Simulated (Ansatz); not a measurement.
FeO:

```xyz
2
Lattice="-1.6021 1.6021 2.0834 1.6021 -1.6021 2.0834 1.6021 1.6021 -2.0834" Properties=species:S:1:pos:R:3 pbc="T T T"
Fe    0.0000    0.0000    0.0000
O     0.0000    0.0000    2.0834
```

The cell comes from a database or a generator and needn't be the stable form of this composition.

- Program: Ansatz 0.2.0
- Task: relaxation of cell and atoms
- Functional: PBEsol0
- Potentials or basis: Ansatz PAW
- Cutoff: 420 eV (not typed: the program's choice for these potentials)
- k mesh: 6 × 6 × 6
- Occupations: fermi-dirac, width 0.05 eV
- Spin: collinear spin, ferromagnetic start
- Starting moments: [3.0, 0.0] μB

At the start: volume 10.70 Å³/atom.

How do energy, volume and symmetry change on relaxing?

It ends after 8 steps and the volume is 10.13 Å³/atom (-5.2 %); space group I4/mmm (No. 139, to 0.05 Å); moment 4.00 μB per cell.

The path:
| step | energy change (eV) | largest force (eV/Å) | volume (Å³) |
| --- | --- | --- | --- |
| 1 | 0.0000 | 0.0000 | 21.39 |
| 2 | -0.0411 | 0.0000 | 20.52 |
| 3 | -0.0475 | 0.0000 | 20.17 |
| 4 | -0.0483 | 0.0000 | 20.24 |
| 5 | -0.0483 | 0.0000 | 20.29 |
| 6 | -0.0443 | 0.0000 | 20.29 |
| 7 | -0.0444 | 0.0000 | 20.27 |
| 8 | -0.0443 | 0.0000 | 20.27 |

Final structure:
```yaml
crystal:
  lattice:
    - [-1.58440, 1.58440, 2.01848]
    - [1.58440, -1.58440, 2.01848]
    - [1.58440, 1.58440, -2.01848]
  atoms:
    - { symbol: Fe, position: [0.00000, 0.00000, 0.00000] }
    - { symbol: O, position: [0.50000, 0.50000, 0.00000] }
```

Caveat: the k mesh is coarse (spacing up to 0.46 Å⁻¹), so the values aren't converged, least of all with exact exchange; the magnetic or orbital state may not be the lowest; the plane-wave basis is chosen anew once the cell has moved, so the energies of steps on either side of that aren't comparable; the pressure holds a Pulay correction of +0.7 GPa for the finite cutoff; a cell with one magnetic atom can't hold antiferromagnetic order, which such compounds often take; the PAW data sets come from PBE, with cores solved anew for the run's functional, which leaves a small shift of forces and pressure.
